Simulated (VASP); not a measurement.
# Ga: on-the-fly training of a machine-learned force field

Ga, Cmce (no. 64), 24 atoms in the cell. LDA, machine-learned force field (on-the-fly training); PAW potentials Ga (LDA set).

Atoms in the training cell: 24; Target temperature (K): 200; Ensemble of the training: NpT, Langevin, temperature ramp.

## Input

INCAR:
```
SYSTEM = Ga
  PREC = Normal
  ENCUT = 200
  EDIFF = 1E-6
  ISMEAR = 1
  SIGMA = 0.15
  ALGO = Normal
  LREAL = Auto
  LASPH = .TRUE.
  NELM = 80
  NELMIN = 4
  LWAVE = .FALSE.
  LCHARG = .FALSE.
  GGA = CA
  KPAR = 8
  IBRION = 0
  NSW = 3000
  POTIM = 3
  TEBEG = 60
  TEEND = 260
  ISYM = 0
  MDALGO = 3
  LANGEVIN_GAMMA = 10
  ISIF = 3
  RANDOM_SEED = 756992 0 0
  LANGEVIN_GAMMA_L = 5
  PMASS = 100
  ML_LMLFF = .TRUE.
  ML_MODE = train
  NWRITE = 0
  ML_MCONF = 600
  ML_MB = 1200
```

KPOINTS:
```
k-points
0
Monkhorst-Pack
  4 4 2
```

POSCAR:
```
Ga
1.0
    2.261500000000      3.830500000000      4.524000000000
    2.261500000000     -3.830500000000      4.524000000000
   13.569000000000      0.000000000000      0.000000000000
Ga
24
Direct
    0.352380824560      0.063325254723      0.093836304498
    0.374024871287      0.046430120746      0.431783311243
    0.863218855409      0.565711459853      0.259401227268
    0.358357719114      0.044285136801      0.773454946122
    0.878276524951      0.543414223596      0.592147576047
    0.856030801729      0.547541798092      0.925078670161
    0.796047804262      0.113491806193      0.012294117865
    0.800197223162      0.110985386148      0.350583184967
    0.300203943195      0.597005295911      0.185609814711
    0.795770664384      0.120932847223      0.679414194220
    0.304510812890      0.613986723700      0.507882135470
    0.293765513000      0.619979973333      0.846363351547
    0.126476795074      0.457504448062      0.064510773387
    0.149517521169      0.440986293896      0.396677325257
    0.630425466309      0.935962907331      0.230101237487
    0.122755846417      0.431872405729      0.741041465177
    0.639975998132      0.953782629612      0.566674737378
    0.634092634639      0.932332129777      0.900371699259
    0.698424489999      0.401789452825      0.148499426280
    0.718701766696      0.370811713133      0.487593636329
    0.197961500902      0.874993253264      0.324910633578
    0.703346430821      0.372394275211      0.820400227434
    0.199273677663      0.889806116672      0.652654876368
    0.195814024524      0.888400583283      0.984350662534
```

Commands:
```
cat potpaw_LDA.64/Ga/POTCAR > POTCAR
# POSCAR: the crystal's sites, moved at random by about 0.06 A along each axis
mpirun -np 8 vasp_std > vasp.out
cp ML_ABN ../ML_AB.train
cp ML_FFN ../ML_FF.train
```

## Result

- MD steps with a DFT calculation: 107
- MD steps: 3000
- Force error on the training data while learning (meV/Å): 31.2
- Energy error on the training data while learning (meV/atom): 0.748
- Last threshold of the force error (eV/Å): 0.0133

Errors on the training data as learning went on:

| MD step | Energy (meV/atom) | Forces (meV/Å) | Stress (kbar) |
|---|---|---|---|
| 1 | 0.985 | 32.6 | 69.20 |
| 3 | 0.010 | 41.4 | 0.16 |
| 5 | 0.036 | 33.0 | 0.16 |
| 7 | 0.055 | 30.4 | 0.17 |
| 9 | 0.062 | 28.4 | 0.17 |
| 11 | 0.061 | 25.7 | 0.18 |
| 22 | 0.219 | 25.9 | 0.53 |
| 429 | 0.275 | 21.8 | 1.29 |
| 710 | 0.302 | 23.6 | 1.62 |
| 1105 | 0.391 | 25.2 | 1.71 |
| 1395 | 0.535 | 26.7 | 1.77 |
| 1746 | 0.547 | 27.8 | 1.85 |
| 2060 | 0.556 | 28.5 | 1.91 |
| 2289 | 0.599 | 29.6 | 2.01 |
| 2573 | 0.668 | 29.8 | 2.02 |
| 2731 | 0.704 | 30.9 | 2.17 |

DFT calculations in each fifth of the run: 31, 14, 20, 21, 21.

ML_LOGFILE:
```
ML_LOGFILE 0.2.5

* MEMORY INFORMATION ********************

Estimated memory consumption for ML force field generation (MB):

Persistent allocations for force field  :     83.3
|
|-- CMAT for basis  :      7.4
|-- SINV for basis  :      3.6
|-- FMAT for basis  :     66.8
|-- DESC for basis  :      0.4
|-- DESC product matrix  :      1.9

Persistent allocations for ab initio data     :      1.3
|
|-- Ab initio data  :      1.3
|-- Ab initio data (new)  :      0.1

Temporary allocations for sparsification  :     68.7
|
|-- SVD matrices  :     68.7

Other temporary allocations  :     17.4
|
|-- Descriptors  :      6.5
|-- Regression  :      4.2
|-- Prediction  :      6.8

Total memory consumption  :    172.5

********************

* MACHINE LEARNING SETTINGS ********************

General settings
------------------------------------------------------------
Machine learning operation mode in strings (supertag)  :         train (I) ML_MODE
Machine learning operation mode  :             0     ML_ISTART
Machine learning force field type  :        kernel     ML_TYPE
Controls the verbosity of the output at each MD step when machine learning is used  :             1     ML_OUTPUT_MODE
[... 435 lines left out ...]

Program part                                         system clock (sec)       cpu time (sec)
---------------------------------------------------|--------------------|-------------------
Setup (file I/O, parameters,...)                   |              0.099 |              0.096
Descriptor and design matrix                       |              3.107 |              3.084
Sparsification of configurations                   |              0.553 |              0.535
Regression                                         |              0.382 |              0.380
Prediction                                         |              9.366 |              9.287
---------------------------------------------------|--------------------|-------------------
TOTAL                                              |             13.506 |             13.382

********************
```

Limits: These errors are on the data that the field was fitted to, not on fresh structures.

VASP 6.6.1 took 547 s on 8 cores (Intel Xeon 6975P-C (Granite Rapids)), a shared host.
